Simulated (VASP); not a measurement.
Set up this calculation in VASP 6.6.1, as the native input.

```yaml
Task: single point
Functional: PBE
Potentials_or_basis: VASP PAW PBE potentials, release 64 (B, As)
Cutoff: 520 eV
k_mesh: 4 × 4 × 8
Occupations: gaussian, width 0.1 eV
Spin: no spin polarisation
Dipole_correction: no
Further_INCAR_settings: ALGO = Normal; EDIFF = 1e-06; NBANDS = 20
```

The structure of B2As lies in POSCAR:

```
B2As
1.0
    5.4946875800      0.0000000000      0.0000000000
    0.0000000000      5.4946875800      0.0000000000
    0.0000000000      0.0000000000      2.0148167400
B As
4 2
Direct
    0.1767953900      0.3232046100      0.0000000000
    0.3232046100      0.8232046100      0.0000000000
    0.8232046100      0.6767953900      0.0000000000
    0.6767953900      0.1767953900      0.0000000000
    0.0000000000      0.0000000000      0.0000000000
    0.5000000000      0.5000000000      0.0000000000
```

The cell was built by a generator and needn't be a form met in nature.

The input as run:

INCAR

```
  PREC = Accurate
  ENCUT = 520
  EDIFF = 1E-6
  ISMEAR = 0
  SIGMA = 0.1
  LREAL = False
  LASPH = True
  NELM = 60
  ALGO = Normal
  ISIF = 2
  LWAVE = False
  LCHARG = False
  GGA = PE
  NBANDS = 20
```

KPOINTS

```
regular mesh
0
Gamma
  4 4 8
```

Potentials or basis: VASP PAW PBE potentials, release 64 (B, As).

The run is started by

```bash
$ cat potpaw_PBE.64/B/POTCAR potpaw_PBE.64/As/POTCAR > POTCAR
$ mpirun -np 1 vasp_std > vasp.out
```

It gave:

```
Pressure               : 55.4 GPa
Largest force          : 1.640 eV/Å
Band gap on the k mesh : none (metal or under the smearing width)
```

Caveat: the k mesh is coarse (spacing up to 0.39 Å⁻¹), so the values aren't converged; a pressure of tens of GPa on the cell as given is suspect, and the run, the potentials or the cell itself is likely at fault; forces of over 1 eV/Å show positions far from the minimum, so gaps and moduli don't describe the material at rest.

Wall time 46 s on 1 thread of Intel(R) Xeon(R) Platinum 8375C CPU @ 2.90GHz (Ice Lake), with other jobs on the host, peak memory 0.18 GiB.
